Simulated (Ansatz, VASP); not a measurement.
# Ge: VASP beside Ansatz

The input INCAR:

```
PREC = Accurate ; ENCUT = 520
EDIFF = 1E-7 ; ISMEAR = -1
SIGMA = 0.05 ; LREAL = F
LASPH = T ; NELM = 80
ALGO = Normal ; ISIF = 2
LWAVE = F ; LCHARG = F
GGA = PS ; NBANDS = 36
```

Contents of KPOINTS:

```
Automatic mesh
0
Gamma
  8 8 3
```

POSCAR

```
Ge
1.0
    3.9677200192      0.0000000000      0.0000000000
   -1.9838600096      3.4361463317      0.0000000000
    0.0000000000      0.0000000000     10.7689417645
Ge
4
Direct
    0.6666666667      0.3333333333      0.4148480000
    0.3333333333      0.6666666667      0.9148480000
    0.0000000000      0.0000000000      0.4774520000
    0.0000000000      0.0000000000      0.9774520000
```

Contents of input.yaml:

```yaml
crystal:
  lattice:
    - [3.9677200192, 0.0, 0.0]
    - [-1.9838600096, 3.4361463317, 0.0]
    - [0.0, 0.0, 10.7689417645]
  atoms:
    - { symbol: Ge, position: [0.6666666667, 0.3333333333, 0.414848] }
    - { symbol: Ge, position: [0.3333333333, 0.6666666667, 0.914848] }
    - { symbol: Ge, position: [0.0, 0.0, 0.477452] }
    - { symbol: Ge, position: [0.0, 0.0, 0.977452] }
hamiltonian:
  xc: pbesol
  pseudopotentials: { kind: paw }
kpoints:
  mp_grid: { grid: [8, 8, 3] }
scf:
  occupations: { method: fermi_dirac, width: 0.05 }
output:
  forces: true
  stress: true
  eigenvalues: true
```

Change from the starting cell: volume scaled by 0.94.

Alike in both runs: task single point; functional PBEsol; k mesh 8 × 8 × 3; occupations fermi-dirac, width 0.05 eV; no spin polarisation.

|  | VASP | Ansatz |
| --- | --- | --- |
| version | VASP 6.6.1 | Ansatz 0.2.0 |
| potentials or method | VASP PAW PBE potentials, release 64 (Ge_d) | Ansatz PAW |
| plane-wave cutoff (eV) | 520 | 420 |
| valence electrons in the cell | 56 | 56 |

VASP gave:

* gap on the k mesh at the Fermi level (eV): 0.70
* least direct gap on the mesh (eV): 0.71
* pressure (GPa): 0.2
* largest component of the traceless stress (GPa): 0.73
* rms of the force components (eV/Å): 0.006

Problem. What did Ansatz give for the same quantities?

Solution. gap on the k mesh at the Fermi level (eV): 0.70; least direct gap on the mesh (eV): 0.71; pressure (GPa): 0.3; largest component of the traceless stress (GPa): 0.75; rms of the force components (eV/Å): 0.003.

Atom by atom the forces differ by 0.004 eV/Å (rms over components).

Caveats: the PAW data sets were made with another functional, which shifts forces and pressure a little (VASP); an odd mesh through Γ misses points on the zone boundary, where band edges often lie (VASP); odd divisions of the mesh miss points on the zone boundary, where band edges often lie, so the gap on the mesh can be too wide (Ansatz); the PAW data sets come from PBE, with cores solved anew for the run's functional, which leaves a small shift of forces and pressure (Ansatz).
